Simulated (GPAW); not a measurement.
**A Nb chain with an O atom bridging one bond: relaxation, then transmission at several levels**

How well does a Nb chain with an O atom bridging one bond conduct once its atoms have relaxed, and how much do cheaper levels lose?

Method: GPAW LCAO, PAW setups; relaxation of the junction within the symmetry of its start, lead ends held, in the first sound run; inputs show where later runs differ, in GPAW 26.7.0.

This is a report of a sequence of runs, with most program output left out.

### 1. The structure

The cell holds 17 atoms: 16 Nb and 1 O. Its edges and angles: a = 9.000 Å, b = 9.000 Å, c = 37.800 Å, α = 90.0°, β = 90.0°, γ = 90.0°. Regions: left lead, 8 atoms (8 Nb); channel, 1 atom (1 O); right lead, 8 atoms (8 Nb). Vacuum lies along a and b. The structure is stacked along c, and the current runs across the ab planes.

### 2. Relaxation

Transmission follows bond lengths closely, so the atoms between the held lead ends are relaxed first, within whatever symmetry the start has.

run.py

```python
import json
from ase import Atoms
from ase.constraints import FixAtoms
from ase.optimize import BFGS
from gpaw import GPAW, FermiDirac

device = Atoms(
    ['Nb', 'Nb', 'Nb', 'Nb', 'Nb', 'Nb', 'Nb', 'Nb', 'O', 'Nb', 'Nb', 'Nb', 'Nb', 'Nb', 'Nb', 'Nb', 'Nb'],
    positions=[
        [4.50000, 4.50000, 1.17500],
        [4.50000, 4.50000, 3.52500],
        [4.50000, 4.50000, 5.87500],
        [4.50000, 4.50000, 8.22500],
        [4.50000, 4.50000, 10.57500],
        [4.50000, 4.50000, 12.92500],
        [4.50000, 4.50000, 15.27500],
        [4.50000, 4.50000, 17.62500],
        [5.49841, 4.50000, 18.90000],
        [4.50000, 4.50000, 20.17500],
        [4.50000, 4.50000, 22.52500],
        [4.50000, 4.50000, 24.87500],
        [4.50000, 4.50000, 27.22500],
        [4.50000, 4.50000, 29.57500],
        [4.50000, 4.50000, 31.92500],
        [4.50000, 4.50000, 34.27500],
        [4.50000, 4.50000, 36.62500]],
    cell=[[9.0, 0.0, 0.0], [0.0, 9.0, 0.0], [0.0, 0.0, 37.8]],
    pbc=True)

device.set_constraint(FixAtoms([0, 1, 2, 3, 4, 5, 6, 10, 11, 12, 13, 14, 15, 16]))
device.calc = GPAW(mode='lcao', basis='dzp', xc='PBE', h=0.18,
                   kpts={'size': (1, 1, 2), 'gamma': True},
                   symmetry={'tolerance': 1e-3, 'extra_ids': [1, 1, 1, 1, 1, 1, 1, 0, 0, 0, 1, 1, 1, 1, 1, 1, 1]},
                   occupations=FermiDirac(0.1), maxiter=250,
                   mixer=dict(beta=0.1, nmaxold=8, weight=100.0),
                   convergence=dict(density=0.0001), txt='relax.txt')
path = []
opt = BFGS(device, maxstep=0.15)
opt.attach(lambda: path.append((device.get_potential_energy(), device.positions.tolist(), device.get_forces().tolist())))
relaxed = bool(opt.run(fmax=0.05, steps=50))
json.dump(dict(relaxed=relaxed, path=path, positions=device.positions.tolist(), moments=device.get_magnetic_moments().tolist(),
               forces=device.get_forces(apply_constraint=False).tolist()), open('result.json', 'w'))
```

On the command line:

```
> OMP_NUM_THREADS=1 OPENBLAS_NUM_THREADS=1 python run.py
```

Run time: 1.8 h. Hardware: 1 thread of Arm Neoverse V1, shared host; peak memory 2.1 GiB.

Step by step (22 of 30):

```
step  energy less that of the first step (eV)  largest force (eV/Å)
   1                                   0.0000               17.9530
   2                                  -3.6592                4.3900
   4                                  -4.0652                0.7087
   5                                  -4.0904                0.7172
   7                                  -4.1360                0.6365
   8                                  -4.1510                0.3858
   9                                  -4.1561                0.1376
  11                                  -4.1654                0.2578
  12                                  -4.1805                0.2739
  13                                  -4.1822                0.2570
  15                                  -4.2866                0.3488
  16                                  -4.3634                0.3753
  18                                  -4.5418                0.4208
  19                                  -4.6243                0.5605
  20                                  -4.6890                0.7025
  22                                  -4.7711                0.7790
  23                                  -4.7988                0.7786
  24                                  -4.8240                0.7660
  26                                  -4.8844                0.6422
  27                                  -4.9221                0.5289
  29                                  -4.9553                0.1188
  30                                  -4.9575                0.0269
```

The atoms that moved most (Å):

```
atom      dx     dy      dz  length
  O9  -1.975  0.000   0.000   1.975
Nb10  -1.526  0.000   0.627   1.650
 Nb8  -1.526  0.000  -0.627   1.650
```

Final coordinates:

```cif
data_structure
_symmetry_space_group_name_H-M 'P 1'
_symmetry_Int_Tables_number 1
_cell_length_a 9.0000
_cell_length_b 9.0000
_cell_length_c 37.8000
_cell_angle_alpha 90.000
_cell_angle_beta 90.000
_cell_angle_gamma 90.000
_cell_volume 3061.80
loop_
_atom_site_label
_atom_site_type_symbol
_atom_site_fract_x
_atom_site_fract_y
_atom_site_fract_z
_atom_site_occupancy
Nb1 Nb 0.50000 0.50000 0.03108 1
Nb2 Nb 0.50000 0.50000 0.09325 1
Nb3 Nb 0.50000 0.50000 0.15542 1
Nb4 Nb 0.50000 0.50000 0.21759 1
Nb5 Nb 0.50000 0.50000 0.27976 1
Nb6 Nb 0.50000 0.50000 0.34193 1
Nb7 Nb 0.50000 0.50000 0.40410 1
Nb8 Nb 0.33044 0.50000 0.44967 1
O9 O 0.39150 0.50000 0.50000 1
Nb10 Nb 0.33044 0.50000 0.55033 1
Nb11 Nb 0.50000 0.50000 0.59590 1
Nb12 Nb 0.50000 0.50000 0.65807 1
Nb13 Nb 0.50000 0.50000 0.72024 1
Nb14 Nb 0.50000 0.50000 0.78241 1
Nb15 Nb 0.50000 0.50000 0.84458 1
Nb16 Nb 0.50000 0.50000 0.90675 1
Nb17 Nb 0.50000 0.50000 0.96892 1
```

The relaxation lowered the energy of the cell by 4.96 eV (energies extrapolated to zero smearing; the optimiser's log prints free energies). The largest force left on a free atom is 0.027 eV/Å.

### 3. GPAW, dzp

The script solves lead and junction separately, takes H and S in the orbital basis, and joins semi-infinite leads through their self-energies; the dzp basis is the working standard.

This step: GPAW LCAO, PAW setups; Landauer transmission from Green's functions with principal layers (ASE), zero bias (GPAW 26.7.0).

run.py

```python
import json
import numpy as np
from ase import Atoms
from ase.transport.calculators import TransportCalculator
from gpaw import GPAW, FermiDirac
from gpaw.lcao.tools import get_lcao_hamiltonian
from scipy.linalg import eigh

# The junction with lead layers at both ends, along the third cell vector
device = Atoms(
    ['Nb', 'Nb', 'Nb', 'Nb', 'Nb', 'Nb', 'Nb', 'Nb', 'O', 'Nb', 'Nb', 'Nb', 'Nb', 'Nb', 'Nb', 'Nb', 'Nb'],
    positions=[
        [4.50000, 4.50000, 1.17500],
        [4.50000, 4.50000, 3.52500],
        [4.50000, 4.50000, 5.87500],
        [4.50000, 4.50000, 8.22500],
        [4.50000, 4.50000, 10.57500],
        [4.50000, 4.50000, 12.92500],
        [4.50000, 4.50000, 15.27500],
        [2.97394, 4.50000, 16.99756],
        [3.52351, 4.50000, 18.90000],
        [2.97394, 4.50000, 20.80244],
        [4.50000, 4.50000, 22.52500],
        [4.50000, 4.50000, 24.87500],
        [4.50000, 4.50000, 27.22500],
        [4.50000, 4.50000, 29.57500],
        [4.50000, 4.50000, 31.92500],
        [4.50000, 4.50000, 34.27500],
        [4.50000, 4.50000, 36.62500]],
    cell=[[9.0, 0.0, 0.0], [0.0, 9.0, 0.0], [0.0, 0.0, 37.8]],
    pbc=True)

# One principal layer of the lead: the first 5 atoms of the device
lead = Atoms(
    ['Nb', 'Nb', 'Nb', 'Nb', 'Nb'],
    positions=[
        [4.50000, 4.50000, 1.17500],
        [4.50000, 4.50000, 3.52500],
        [4.50000, 4.50000, 5.87500],
        [4.50000, 4.50000, 8.22500],
        [4.50000, 4.50000, 10.57500]],
    cell=[[9.0, 0.0, 0.0], [0.0, 9.0, 0.0], [0.0, 0.0, 11.75]],
    pbc=True)

settings = dict(mode='lcao', basis='dzp', xc='PBE', h=0.18,
                occupations=FermiDirac(0.1), maxiter=250,
                mixer=dict(beta=0.1, nmaxold=8, weight=100.0),
                convergence=dict(density=0.0001))
energies = np.arange(-2, 2 + 1e-9, 0.025)
eta = 0.0001
n1, n2 = 1, 1
# k and -k transmit alike, so half of the mesh across the current serves
mesh = [(i, j) for i in range(n1) for j in range(n2) if (i, j) <= (-i % n1, -j % n2)]
weights = np.array([1 if (i, j) == (-i % n1, -j % n2) else 2 for i, j in mesh]) / (n1 * n2)

# [... helper functions left out ...]
fermi_lead = ground_state(lead, (1, 1, 10), 'lead.txt')
fermi_device = ground_state(device, (1, 1, 2), 'device.txt')
# [... loop over the mesh left out, but for ...]
        # Shift the lead onto the potential of the device's first layer
        shift = ((H[:, 0, 0] - H0[:, 0, 0]) / S0[0, 0]).real.mean()
# [...]
kT = 8.617333e-5 * 300
bias = [0.1, 0.2, 0.5, 1.0, 1.5, 2.0]
# [... integrals and printing left out ...]
```

The job ended after 7.3 min (1 thread; peak memory 2.3 GiB).

This step gave:

```yaml
conductance: 1.345 G₀
thermopower: -11.50 μV/K
largest_coupling_past_the_next_principal_layer: 3.09e-7 eV
largest_misfit_of_the_first_principal_layer: 0.04885 eV
shift_that_aligns_the_lead: 0.002796 eV
basis_functions_of_the_junction: 477
basis_functions_of_a_principal_layer: 145
transmission_at_the_fermi_level_one_spin: 1.347
```

One spin. Table of transmission, zone mean by energy, zero at the Fermi level:

```
energy (eV)  transmission, zone mean
     -2.000                   0.0865
     -1.900                    0.108
     -1.800                    0.136
     -1.700                    0.172
     -1.600                    0.225
     -1.500                    0.333
     -1.450                    0.901
     -1.400                    0.487
     -1.300                    0.535
     -1.200                    0.607
     -1.100                    0.695
     -1.000                    0.806
     -0.900                    0.937
     -0.800                     1.07
     -0.700                     1.19
     -0.600                     1.26
     -0.575                     1.26
     -0.500                     1.22
     -0.400                    0.714
     -0.300                    0.742
     -0.200                    0.922
     -0.100                     1.13
      0.000                     1.35
      0.100                     1.55
      0.200                     1.73
      0.300                     1.88
      0.400                     1.98
      0.500                     2.03
      0.575                     2.04
      0.600                     2.03
      0.700                     1.96
      0.800                     1.78
      0.900                     1.54
      1.000                     1.32
      1.100                     1.16
      1.200                     1.05
      1.300                    0.975
      1.400                    0.918
      1.500                    0.874
      1.600                    0.819
      1.700                    0.840
      1.775                     1.01
      1.800                    0.992
      1.900                    0.513
      2.000                     1.11
```

Not self-consistent under bias; the bias window is split evenly. Current through one cell, from the zero-bias transmission against bias:

| bias (V) | current through one cell, from the zero-bias transmission (μA) |
| --- | --- |
| 0.100 | 10.4 |
| 0.200 | 20.8 |
| 0.500 | 51.7 |
| 1.000 | 106 |
| 1.500 | 168 |
| 2.000 | 217 |

The transmission of the three most open eigenchannels by energy, zero at the Fermi level:

```csv
energy (eV),channel 1,channel 2,channel 3
-2.000,0.0605,0.0259,1.3e-4
-1.900,0.0777,0.0304,1.9e-4
-1.800,0.100,0.0353,3.1e-4
-1.700,0.131,0.0408,5.3e-4
-1.600,0.177,0.0472,9.3e-4
-1.500,0.274,0.0576,0.00170
-1.400,0.363,0.0938,0.0277
-1.300,0.407,0.0835,0.0377
-1.200,0.470,0.0764,0.0489
-1.100,0.542,0.0728,0.0590
-1.000,0.627,0.0824,0.0603
-0.900,0.723,0.102,0.0571
-0.800,0.815,0.128,0.0764
-0.700,0.880,0.160,0.0997
-0.600,0.894,0.195,0.128
-0.500,0.787,0.230,0.169
-0.400,0.246,0.238,0.207
-0.300,0.245,0.216,0.206
-0.200,0.306,0.297,0.234
-0.100,0.415,0.364,0.251
0.000,0.558,0.408,0.265
0.100,0.701,0.435,0.280
0.200,0.834,0.444,0.303
0.300,0.938,0.439,0.338
0.400,0.987,0.426,0.382
0.500,0.996,0.425,0.405
0.600,0.989,0.451,0.375
0.700,0.940,0.450,0.332
0.800,0.808,0.427,0.282
0.900,0.629,0.397,0.275
1.000,0.469,0.373,0.294
1.100,0.360,0.348,0.310
1.200,0.356,0.321,0.260
1.300,0.357,0.327,0.196
1.400,0.357,0.330,0.151
1.500,0.345,0.337,0.120
1.600,0.349,0.309,0.0937
1.700,0.486,0.240,0.0783
1.800,0.726,0.182,0.0495
1.900,0.396,0.116,5.5e-5
2.000,0.902,0.207,5.0e-5
```

Couplings past the next layer reach 3.1e-7 eV, small enough to drop; the matrix elements of the cell's first layer differ from the bulk lead's by up to 0.049 eV. That layer keeps its own values in the calculation, and only beyond it is the lead taken as perfect. The Fermi levels of lead and junction count from different zeros of potential, one for each periodic cell; with both set to zero, the small remaining shift is what aligns them. By hand: G = 1.345 × 77.48 μS = 104 μS, a resistance of 9.60 kΩ; at 0.1 V a linear junction would pass 10.4 μA, and the integral over the bias window gives 10.4 μA. Mott's formula, S = -(π²/3)(k_B²T/e) d ln T/dE, has the prefactor 7.33 μV/K·eV at 300 K; T = 1.293 at -0.025 eV and 1.400 at 0.025 eV give a slope of 1.59 per eV and S = -11.6 μV/K, beside -11.5 μV/K from the thermal integral, which interpolates the same grid.

### 4. Single-zeta polarised basis

One radial function a shell plus polarisation makes the matrices smaller; the question is what that costs.

run.py: that of step 3 with these lines changed.

```diff
@@ -44,3 +44,3 @@
 
-settings = dict(mode='lcao', basis='dzp', xc='PBE', h=0.18,
+settings = dict(mode='lcao', basis='szp(dzp)', xc='PBE', h=0.18,
                 occupations=FermiDirac(0.1), maxiter=250,
```

The job ended after 5.1 min (1 thread; peak memory 2.2 GiB).

This step gave:

- conductance: 1.483 G₀
- thermopower: -10.45 μV/K
- largest coupling past the next principal layer: 3.02e-7 eV
- largest misfit of the first principal layer: 0.04655 eV
- shift that aligns the lead: 0.008903 eV
- basis functions of the junction: 265
- basis functions of a principal layer: 80
- transmission at the Fermi level (one spin): 1.488

One spin. Transmission, zone mean against energy, zero at the Fermi level:

energy (eV), transmission, zone mean and a bar:
```
   -2.000       0.10 
   -1.900       0.12 
   -1.800       0.16 #
   -1.700       0.20 ##
   -1.600       0.26 ###
   -1.500       0.35 ####
   -1.400       0.49 ######
   -1.300       0.90 #############
   -1.200       0.79 ###########
   -1.100       0.81 ###########
   -1.000       0.89 #############
   -0.900       1.00 ##############
   -0.800       1.12 ################
   -0.700       1.23 ##################
   -0.600       1.31 ###################
   -0.500       1.38 ####################
   -0.400       0.81 ###########
   -0.300       0.81 ###########
   -0.200       1.01 ##############
   -0.100       1.26 ##################
    0.000       1.49 ######################
    0.100       1.68 #########################
    0.200       1.83 ############################
    0.300       1.92 #############################
    0.400       1.95 #############################
    0.500       1.97 ##############################
    0.600       1.98 ##############################
    0.700       1.94 #############################
    0.800       1.78 ###########################
    0.900       1.54 #######################
    1.000       1.31 ###################
    1.100       1.14 #################
    1.200       1.02 ###############
    1.300       0.94 #############
    1.400       0.88 ############
    1.500       0.85 ############
    1.600       0.82 ############
    1.700       0.78 ###########
    1.800       0.67 #########
    1.900       0.82 ############
    1.925       1.20 #################
    2.000       0.46 ######
```

Not self-consistent under bias; the bias window is split evenly. Current through one cell, from the zero-bias transmission against bias:

```csv
bias (V),"current through one cell, from the zero-bias transmission (μA)"
0.100,11.5
0.200,22.9
0.500,56.1
1.000,112
1.500,175
2.000,226
```

Table of transmission of the three most open eigenchannels by energy, zero at the Fermi level:

```csv
energy (eV),channel 1,channel 2,channel 3
-2.000,0.0795,0.0200,2.0e-4
-1.800,0.129,0.0282,5.3e-4
-1.600,0.223,0.0376,0.00174
-1.400,0.434,0.0493,0.00603
-1.200,0.662,0.0807,0.0269
-1.000,0.727,0.0664,0.0564
-0.800,0.891,0.101,0.0842
-0.600,0.987,0.147,0.141
-0.400,0.271,0.262,0.249
-0.200,0.357,0.339,0.245
0.000,0.670,0.451,0.277
0.200,0.930,0.488,0.297
0.400,0.993,0.470,0.348
0.600,0.996,0.429,0.398
0.800,0.875,0.393,0.329
1.000,0.530,0.366,0.209
1.200,0.365,0.307,0.224
1.400,0.370,0.247,0.188
1.600,0.378,0.257,0.139
1.800,0.391,0.212,0.0611
2.000,0.376,0.0799,9.3e-7
```

The conductance, 1.48 G₀, lies 10 % above that of the dzp run.

### 5. Minimal basis

One function for each valence shell of the setup, as for a first survey of a large system.

run.py: that of step 4 with these lines changed.

```diff
@@ -44,3 +44,3 @@
 
-settings = dict(mode='lcao', basis='szp(dzp)', xc='PBE', h=0.18,
+settings = dict(mode='lcao', basis='sz(dzp)', xc='PBE', h=0.18,
                 occupations=FermiDirac(0.1), maxiter=250,
```

Elapsed: 3.5 min, on 1 thread; peak memory 2.1 GiB.

This step gave:

```yaml
conductance: 1.512 G₀
largest_coupling_past_the_next_principal_layer: 2.94e-7 eV
largest_misfit_of_the_first_principal_layer: 0.04957 eV
shift_that_aligns_the_lead: 0.007966 eV
basis_functions_of_the_junction: 212
basis_functions_of_a_principal_layer: 65
transmission_at_the_fermi_level_one_spin: 1.517
```

One spin. Transmission, zone mean against energy, zero at the Fermi level:

energy (eV), transmission, zone mean and a bar:
```
   -2.000       0.10 
   -1.900       0.13 
   -1.800       0.16 #
   -1.700       0.20 ##
   -1.600       0.26 ###
   -1.500       0.35 ####
   -1.400       0.48 ######
   -1.300       0.79 ###########
   -1.275       1.04 ###############
   -1.200       0.80 ###########
   -1.100       0.83 ############
   -1.000       0.91 #############
   -0.900       1.03 ###############
   -0.800       1.15 #################
   -0.700       1.25 ##################
   -0.600       1.33 ####################
   -0.500       1.41 #####################
   -0.400       0.77 ###########
   -0.300       0.83 ############
   -0.200       1.03 ###############
   -0.100       1.28 ###################
    0.000       1.52 #######################
    0.100       1.71 ##########################
    0.200       1.85 ############################
    0.300       1.92 #############################
    0.400       1.94 #############################
    0.500       1.95 ##############################
    0.600       1.97 ##############################
    0.625       1.97 ##############################
    0.700       1.94 ##############################
    0.800       1.79 ###########################
    0.900       1.56 #######################
    1.000       1.33 ####################
    1.100       1.15 #################
    1.200       1.02 ###############
    1.300       0.93 #############
    1.400       0.87 ############
    1.500       0.83 ############
    1.600       0.80 ###########
    1.700       0.75 ##########
    1.800       0.62 ########
    1.900       1.10 ################
    1.950       1.58 ########################
    2.000       1.45 ######################
```

The conductance, 1.51 G₀, lies 12 % above that of the dzp run.

### 6. RPBE in the dzp basis: xc = "RPBE"

Back in the dzp basis, the functional changes from PBE to RPBE, to set the spread between functionals beside that between bases.

run.py: that of step 5 with these lines changed.

```diff
@@ -44,3 +44,3 @@
 
-settings = dict(mode='lcao', basis='sz(dzp)', xc='PBE', h=0.18,
+settings = dict(mode='lcao', basis='dzp', xc='RPBE', h=0.18,
                 occupations=FermiDirac(0.1), maxiter=250,
```

The job ended after 8.7 min (1 thread; peak memory 2.3 GiB).

Numbers from this step:

| Property | Result |
| --- | --- |
| conductance | 1.323 G₀ |
| thermopower | -11.70 μV/K |
| largest coupling past the next principal layer | 3.67e-7 eV |
| largest misfit of the first principal layer | 0.04841 eV |
| shift that aligns the lead | 0.004566 eV |
| basis functions of the junction | 477 |
| basis functions of a principal layer | 145 |
| transmission at the Fermi level (one spin) | 1.324 |

The conductance, 1.32 G₀, lies 1.7 % below that of the dzp run.

(Continued in part 2 of 2.)

[Logs are printed without paths, hosts, clocks, repeated set-up lines and the standing remarks that a program may print on its own settings, such as how far it seeks lower states.]

[Hosts, paths, dates, database ids (printed as entryN), source tags and the programs' standing remarks are cut or masked in the printed files.]
